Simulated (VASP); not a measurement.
# H4C19 in VASP: further runs, part 2 of 2

VASP 6.6.1.

## 4. Single point, PBE+D3(BJ)

INCAR

```
SYSTEM = H4C19
PREC     = Accurate       ! precision mode
ENCUT    = 520            ! plane-wave cutoff, eV
EDIFF    = 1E-6           ! SCF threshold, eV
ISMEAR   = -1             ! smearing method
SIGMA    = 0.02           ! smearing width, eV
LREAL    = Auto         
LASPH    = .True.         ! aspherical terms in the spheres
NELM     = 100            ! most SCF steps
ALGO     = Fast           ! electronic algorithm
ISIF     = 2              ! what is computed and relaxed
LWAVE    = .False.        ! write WAVECAR
LCHARG   = .True.         ! write CHGCAR
GGA      = PE             ! functional
IVDW     = 12             ! dispersion correction
LELF     = .True.         ! ELF
LVHAR    = .True.       
NBANDS   = 57             ! bands
```

KPOINTS

```
Automatic mesh
0
Gamma
  2 2 1
  0 0 0
```

POSCAR

```
H4C19
1.0
    7.3980000000      0.0000000000      0.0000000000
   -3.6990000000      6.4068560000      0.0000000000
    0.0000000000      0.0000000000     11.0000000000
C H
19 4
Direct
   -0.0062512554     -0.0072578500      0.0569090909
    0.2022361479      0.0930097383      0.0550181818
   -0.0199217823      0.3047360515      0.0448090909
    0.2114507984      0.4333638839      0.0594000000
   -0.0074966973      0.6622436964      0.0419636364
    0.2076789529      0.7691291953      0.0468181818
    0.3142838303     -0.0229597793      0.0639636364
    0.5444017648      0.0982385120      0.0634909091
    0.3303804211      0.3290225346      0.0727454545
    0.5475230041      0.4350027533      0.0615636364
    0.3124962807      0.6455116207      0.0593363636
    0.5419872514      0.7555343838      0.0581363636
    0.6491720695     -0.0119559422      0.0609090909
    0.8695202424      0.0966776840      0.0659454545
    0.6582868452      0.3141946690      0.0597545455
    0.8791183360      0.4349871450      0.0524636364
    0.6598207745      0.6633831009      0.0621636364
    0.8826784382      0.7733590391      0.0595181818
    0.0519660490      0.7316693242      0.3728272727
    0.1566816776      0.8713790352      0.3134181818
   -0.1064376986      0.7169975414      0.3654272727
    0.0229023408      0.5904924350      0.3233818182
    0.1051839658      0.7367264068      0.4614090909
```

Potentials or basis: VASP PAW PBE potentials, release 64 (C, H).

The run is started by

```
> cat potpaw_PBE.64/C/POTCAR potpaw_PBE.64/H/POTCAR > POTCAR
> mpirun -np 1 vasp_std > vasp.out
```

OUTCAR:

```text
SYSTEM = H4C19
   PREC = Accurate
   ENCUT = 520
   EDIFF = 1E-6
   ISMEAR = -1
   LREAL = Auto
   LASPH = .True.
   NELM = 100
   ISIF = 2
   GGA = PE
   IVDW = 12
 IVDW          = 12

 ion  position               nearest neighbor table
   1  0.994  0.993  0.057-   2 1.34  18 1.41  14 1.47
   2  0.202  0.093  0.055-   1 1.34   7 1.46   9 1.53
   3  0.980  0.305  0.045-  14 1.35  16 1.49   4 1.49
   4  0.211  0.433  0.059-  11 1.36   9 1.44   3 1.49
   5  0.993  0.662  0.042-   6 1.38  18 1.43  16 1.46
   6  0.208  0.769  0.047-   7 1.35   5 1.38  11 1.47
[... 10 lines left out ...]
  17  0.660  0.663  0.062-  12 1.35  18 1.43  10 1.46
  18  0.883  0.773  0.060-   1 1.41  17 1.43   5 1.43
  19  0.052  0.732  0.373-  23 1.04  22 1.10  21 1.12  20 1.14
  20  0.157  0.871  0.313-  19 1.14
  21  0.894  0.717  0.365-  19 1.12
  22  0.023  0.590  0.323-  19 1.10
  23  0.105  0.737  0.461-  19 1.04

  LATTYP: Found a hexagonal cell.
 ALAT       =     7.3980000000
 C/A-ratio  =     1.4868883482

  Lattice vectors:

 A1 = (   7.3980000000,   0.0000000000,   0.0000000000)
 A2 = (  -3.6990000000,   6.4068560000,   0.0000000000)
 A3 = (   0.0000000000,   0.0000000000,  11.0000000000)

Analysis of symmetry for initial positions (statically):
=====================================================================
 Subroutine PRICEL returns:
 Original cell was already a primitive cell.

 Routine SETGRP: Setting up the symmetry group for a
 hexagonal supercell.

 Subroutine GETGRP returns: Found  1 space group operations
 (whereof  1 operations were pure point group operations)
 out of a pool of 24 trial point group operations.

The static configuration has the point symmetry C_1 .

Analysis of symmetry for dynamics (positions and initial velocities):
[... 155 lines left out ...]
  Thomas-Fermi vector in A             =   1.996247
   LORBIT       =      0    0 simple, 1 ext, 2 COOP (PROOUT), +10 PAW based schemes
   GGA     = PE    functional components
   LHFCALC =     F    Hartree Fock is set to
   AEXX    =    0.0000 exact exchange contribution
   IVDW    =    12    specifies the selected vdW correction
   LEPSILON=     F    determine dielectric tensor
   LRPA    =     F    only Hartree local field effects (RPA)
 non-spin polarized calculation
 RMM-DIIS sequential band-by-band and
  energy-cutoff  :      520.00
  volume of cell :      521.38
 maximum number of plane-waves:     14099
 NGX is ok and might be reduce to    56
   NGX = 27   NGY = 27   NGZ = 41

 number of electron      80.0000001 magnetization

 Free energy of the ion-electron system (eV)
  ---------------------------------------------------
  ext. energy  EPLUGINS =         0.00000000
  ---------------------------------------------------
  free energy    TOTEN  =      -187.68125330 eV

  energy without entropy =     -187.68125105  energy(sigma->0) =     -187.68125217

 E-fermi :  -1.2935     XC(G=0):  -4.6555

 val. band max:       -1.5261073673   @ k =   0.0000   0.0000   0.0000
 cond. band min:      -1.0609677082   @ k =   0.0000   0.0000   0.0000
 fundamental gap:      0.4651396590
 Fermi energy:        -1.2935386049

 k-point     1 :       0.0000    0.0000    0.0000
  band No.  band energies     occupation
      1     -20.8139      2.00000
      2     -18.6278      2.00000
      3     -18.4268      2.00000
      4     -18.3410      2.00000
      5     -18.0799      2.00000
      6     -17.9289      2.00000
[... 209 lines left out ...]
     51       4.3816      0.00000
     52       4.4448      0.00000
 [bands above 52 left out]

------------------------ aborting loop because EDIFF is reached ----------------------------------------

 Edisp (eV)   -1.78828

 E8    (eV) :    -0.5385

  FORCE on cell =-STRESS in cart. coord.  units (eV):
  Direction    XX          YY          ZZ          XY          YZ          ZX
  --------------------------------------------------------------------------------------
  -------------------------------------------------------------------------------------
  Total       1.51466     3.89321    -0.64604     0.85274     0.10409     0.12252
  in kB       4.65452    11.96373    -1.98527     2.62046     0.31985     0.37649
  external pressure =        4.88 kB  Pullay stress =        0.00 kB

 VOLUME and BASIS-vectors are now :
 -----------------------------------------------------------------------------
  energy-cutoff  :      520.00
  volume of cell :      521.38
      direct lattice vectors                 reciprocal lattice vectors
     7.398000000  0.000000000  0.000000000     0.135171668  0.078041398  0.000000000
    -3.699000000  6.406856000  0.000000000     0.000000000  0.156082796  0.000000000
     0.000000000  0.000000000 11.000000000     0.000000000  0.000000000  0.090909091

 POSITION                                       TOTAL-FORCE (eV/Angst)
 -----------------------------------------------------------------------------------
      3.67960      6.36036      0.62600        -3.123467     -1.771523      0.713260
      1.15210      0.59590      0.60520         4.223178      3.008786      1.709429
      6.12340      1.95240      0.49290        -0.777562      5.560761      1.956239
     -0.03870      2.77650      0.65340        -0.010516     -2.861117     -0.099920
      4.89290      4.24290      0.46160        -1.877084     -1.583445      1.285334
     -1.30860      4.92770      0.51500         2.047044     -2.576154      0.677919
[... 15 lines left out ...]
     -2.01480      3.78320      3.55720         0.497628      0.048768      0.159339
     -1.94700      4.72010      5.07550         0.522943      0.181898      1.607339
 -----------------------------------------------------------------------------------
    total drift:                               -0.016337     -0.019747      0.001460

  FREE ENERGIE OF THE ION-ELECTRON SYSTEM (eV)
  ---------------------------------------------------
  free  energy   TOTEN  =      -189.4695294210 eV

  energy  without entropy=     -189.4695271706  energy(sigma->0) =     -189.46952830
```

stdout:

```text
POSCAR found type information on POSCAR C H
 POSCAR found :  2 types and      23 ions
 scaLAPACK will be used
 LDA part: xc-table for (Slater+PW92), standard interpolation
 POSCAR, INCAR and KPOINTS ok, starting setup
 FFT: planning ... GRIDC
 FFT: planning ... GRID_SOFT
 FFT: planning ... GRID
 WAVECAR not read
 entering main loop
```

It took 3.5 min on 1 thread of Intel Xeon 6975P-C (Granite Rapids), shared host; peak memory 0.55 GiB.

Results:

```
Free energy                : -189.4695 eV
Largest force              : 5.946 eV/Å
Band gap on the k mesh     : 0.47 eV, direct
Dispersion energy per atom : -0.078 eV
```

Forces in eV/Å, atoms in the order of the input:
```
C   -3.123 -1.772  0.713
C    4.223  3.009  1.709
C   -0.778  5.561  1.956
C   -0.011 -2.861 -0.100
C   -1.877 -1.583  1.285
C    2.047 -2.576  0.678
C   -0.739  4.385 -1.276
C   -1.086 -1.437  0.088
C   -1.193 -1.937 -2.055
C    0.714  0.093  0.880
C    1.412  2.571 -0.921
C   -3.732  2.695  0.724
C    1.591 -2.039  0.376
C    1.103 -1.240 -1.566
C   -1.663  3.197  0.050
C    1.002 -2.120 -1.206
C    1.498 -3.282 -0.157
C    0.618 -0.660 -1.162
C   -1.674  0.297 -3.338
H    0.014 -0.838  0.928
H    0.633  0.306  0.626
H    0.498  0.049  0.159
H    0.523  0.182  1.607
```

Levels at points of the mesh, in eV from the valence-band top:
```
           k point  band 36  band 37  band 38  band 39  band 40  band 41  band 42  band 43  band 44  band 45
(0.00, 0.00, 0.00)    -4.06    -2.80    -2.42    -0.21     0.00     0.47     0.64     3.12     4.46     4.60
(0.50, 0.00, 0.00)    -2.60    -2.51    -2.43    -2.15    -2.01     1.74     2.37     2.65     2.78     3.05
(0.00, 0.50, 0.00)    -2.62    -2.55    -2.26    -2.21    -2.01     1.75     2.37     2.59     2.83     3.00
(0.50, 0.50, 0.00)    -2.63    -2.48    -2.37    -2.27    -2.01     1.94     2.39     2.63     2.85     2.86
```

Caveat: the k mesh is coarse (spacing up to 0.49 Å⁻¹), so the values aren't converged.

## 5. Molecular dynamics, PBE+D3(BJ)

INCAR

```
PREC     = Accurate       # precision mode
ENCUT    = 520            # plane-wave cutoff, eV
EDIFF    = 1E-5           # SCF threshold, eV
ISMEAR   = -1             # smearing method
SIGMA    = 0.02           # smearing width, eV
LREAL    = Auto         
LASPH    = True           # aspherical terms in the spheres
NELM     = 100            # most SCF steps
ALGO     = Normal         # electronic algorithm
ISIF     = 2              # what is computed and relaxed
LWAVE    = False          # write WAVECAR
LCHARG   = False          # write CHGCAR
GGA      = PE             # functional
IVDW     = 12             # dispersion correction
IBRION   = 0              # ionic algorithm
NSW      = 40             # ionic steps
POTIM    = 0.5            # step
TEBEG    = 1050.0       
TEEND    = 1050.0       
ISYM     = 0            
NELMIN   = 4            
RANDOM_SEED= 25571 0 0    
MDALGO   = 3            
LANGEVIN_GAMMA= 10 10
```

KPOINTS

```
regular mesh
0
Gamma
  2 2 1
```

POSCAR

```
H4C19
1.0
    7.3980000000      0.0000000000      0.0000000000
   -3.6990000000      6.4068560000      0.0000000000
    0.0000000000      0.0000000000     11.0000000000
C H
19 4
Direct
    0.0036999200      0.0071893200      0.0687610000
    0.2266962600      0.1155499500      0.0694517200
    0.0053784300      0.3364807800      0.0654100700
    0.2234209200      0.4459680100      0.0677889000
    0.0081469700      0.6828891800      0.0658225200
    0.2228028700      0.7816178500      0.0699503600
    0.3390041500      0.0044329600      0.0683708700
    0.5595657500      0.1153609400      0.0575055800
    0.3436963400      0.3462193100      0.0684903200
    0.5611756200      0.4459358400      0.0524614200
    0.3366124200      0.6662346900      0.0675164200
    0.5563225000      0.7745403100      0.0581529700
    0.6696934900      0.0029261500      0.0568050600
    0.8867977600      0.1152655700      0.0683998400
    0.6696327700      0.3323524500      0.0562214500
    0.8881080000      0.4465252900      0.0649264800
    0.6793030900      0.6719298500      0.0591569800
    0.8970696800      0.7892649600      0.0690940000
    0.0896479100      0.7012026500      0.3955835600
    0.0500353200      0.7512461100      0.3097325400
   -0.0528423800      0.5707003800      0.4229400400
    0.1859823200      0.6385488500      0.3641235600
    0.1645438000      0.8197783100      0.4595215700
```

The run is started by

```
> cat potpaw_PBE.64/C/POTCAR potpaw_PBE.64/H/POTCAR > POTCAR
> mpirun -np 1 vasp_std > vasp.out
```

Wall time 24 min (1 thread of Intel Xeon 6975P-C (Granite Rapids), shared host); peak memory 0.78 GiB.

It converged, with:

```
Dispersion energy per atom : -0.078 eV
```

Step by step:
| step | potential energy change (eV) | largest force (eV/Å) | pressure (GPa) | volume (Å³) | temperature (K) |
| --- | --- | --- | --- | --- | --- |
| 1 | 0.0000 | 3.7139 | 0.64 | 521.38 | 1103 |
| 2 | 0.0345 | 3.4846 | 0.70 | 521.38 | 1095 |
| 3 | 0.0912 | 3.1800 | 0.73 | 521.38 | 1046 |
| 4 | 0.1654 | 3.2290 | 0.75 | 521.38 | 997 |
| 5 | 0.2440 | 3.4024 | 0.74 | 521.38 | 963 |
| 6 | 0.3181 | 3.2340 | 0.67 | 521.38 | 935 |
| 7 | 0.3931 | 3.7258 | 0.57 | 521.38 | 910 |
| 8 | 0.4872 | 4.2153 | 0.47 | 521.38 | 873 |
| 9 | 0.5948 | 4.5907 | 0.37 | 521.38 | 832 |
| 10 | 0.7188 | 4.9363 | 0.28 | 521.38 | 809 |
| 11 | 0.8662 | 5.2308 | 0.20 | 521.38 | 786 |
| 12 | 1.0090 | 5.4654 | 0.13 | 521.38 | 757 |
| 13 | 1.1330 | 5.5483 | 0.10 | 521.38 | 710 |
| 14 | 1.2209 | 5.4999 | 0.07 | 521.38 | 677 |
| 15 | 1.2809 | 5.4228 | 0.05 | 521.38 | 686 |
| 16 | 1.2996 | 5.2477 | 0.03 | 521.38 | 699 |
| 17 | 1.2919 | 5.2522 | 0.01 | 521.38 | 692 |
| 18 | 1.2683 | 5.2842 | 0.01 | 521.38 | 708 |
| 19 | 1.2249 | 5.3031 | 0.00 | 521.38 | 747 |
| 20 | 1.1683 | 5.3392 | 0.00 | 521.38 | 767 |
| 21 | 1.1236 | 5.3767 | 0.03 | 521.38 | 789 |
| 22 | 1.0960 | 5.4104 | 0.08 | 521.38 | 811 |
| 23 | 1.0972 | 5.4553 | 0.13 | 521.38 | 795 |
| 24 | 1.0994 | 5.4155 | 0.15 | 521.38 | 785 |
| 25 | 1.0950 | 5.3026 | 0.17 | 521.38 | 793 |
| 26 | 1.0831 | 5.1268 | 0.17 | 521.38 | 808 |
| 27 | 1.0616 | 4.9134 | 0.16 | 521.38 | 844 |
| 28 | 1.0264 | 4.6649 | 0.08 | 521.38 | 881 |
| 29 | 0.9965 | 4.4526 | -0.02 | 521.38 | 886 |
| 30 | 0.9967 | 4.2409 | -0.12 | 521.38 | 876 |
| 31 | 1.0267 | 4.0757 | -0.22 | 521.38 | 877 |
| 32 | 1.0773 | 3.9507 | -0.32 | 521.38 | 862 |
| 33 | 1.1488 | 4.3604 | -0.39 | 521.38 | 843 |
| 34 | 1.2149 | 4.6944 | -0.44 | 521.38 | 843 |
| 35 | 1.2793 | 4.9595 | -0.49 | 521.38 | 825 |
| 36 | 1.3316 | 5.1779 | -0.52 | 521.38 | 811 |
| 37 | 1.3614 | 5.2091 | -0.53 | 521.38 | 811 |
| 38 | 1.3732 | 5.2049 | -0.52 | 521.38 | 796 |
| 39 | 1.3686 | 5.6642 | -0.46 | 521.38 | 780 |
| 40 | 1.3678 | 6.2043 | -0.39 | 521.38 | 784 |

Caveat: the k mesh is coarse (spacing up to 0.49 Å⁻¹), so the values aren't converged.
